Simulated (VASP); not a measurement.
Input of a VASP 6.6.1 run:

File INCAR:

```
ALGO = Fast
EDIFF = 1E-4
EDIFFG = -0.08
ENCUT = 520
GGA = PE
IBRION = 2
ISIF = 3
ISMEAR = 0
KPAR = 2
LASPH = T
LCHARG = F
LREAL = F
LWAVE = F
NELM = 60
NSW = 24
PREC = Normal
SIGMA = 0.15
```

KPOINTS

```
k-points
0
Gamma
  4 4 4
```

File POSCAR:

```
ZnSnN2
1.0
   -2.5646796300      2.5646796300      2.5248569300
    2.5646796300     -2.5646796300      2.5248569300
    2.5646796300      2.5646796300     -2.5248569300
Zn Sn N
1 1 2
Direct
    0.5000000000      0.5000000000      0.0000000000
    0.0000000000      0.0000000000      0.0000000000
    0.5000000000      0.0000000000      0.5000000000
    0.0000000000      0.5000000000      0.5000000000
```

Potentials or basis: VASP PAW PBE potentials, release 64 (Zn, Sn_d, N).

Command:

```bash
$ cat potpaw_PBE.64/Zn/POTCAR potpaw_PBE.64/Sn_d/POTCAR potpaw_PBE.64/N/POTCAR > POTCAR
$ mpirun -np 2 vasp_std > vasp.out
```

Task: What does it give for the space group after relaxing (to 0.05 Å)?

Result: I4/mmm (No. 139).

Task: Estimate the relaxed volume.

Result: 14.80 Å³/atom.

Task: What does it give for the band gap on the k mesh?

Result: None (metal or under the smearing width).

Step by step:
```
step  energy change (eV)  largest force (eV/Å)  pressure (GPa)  volume (Å³)
   1              0.0000                0.0000          -14.61        66.43
   2             -2.0873                0.0000            3.15        52.26
   3             -2.1316                0.0000            5.51        50.83
   4             -2.1012                0.0000           16.45        48.01
   5             -2.1422                0.0000            9.08        49.67
   6             -2.6486                0.0000            3.52        53.18
   7             -2.9174                0.0000            0.57        61.97
   8             -3.0086                0.0000           -0.22        58.64
   9             -3.0145                0.0000            0.02        59.18
```

Caveat: the k mesh is coarse (spacing up to 0.44 Å⁻¹), so the values aren't converged; the relaxation stopped at a loose force limit of 0.08 eV/Å, so its end isn't a converged minimum.
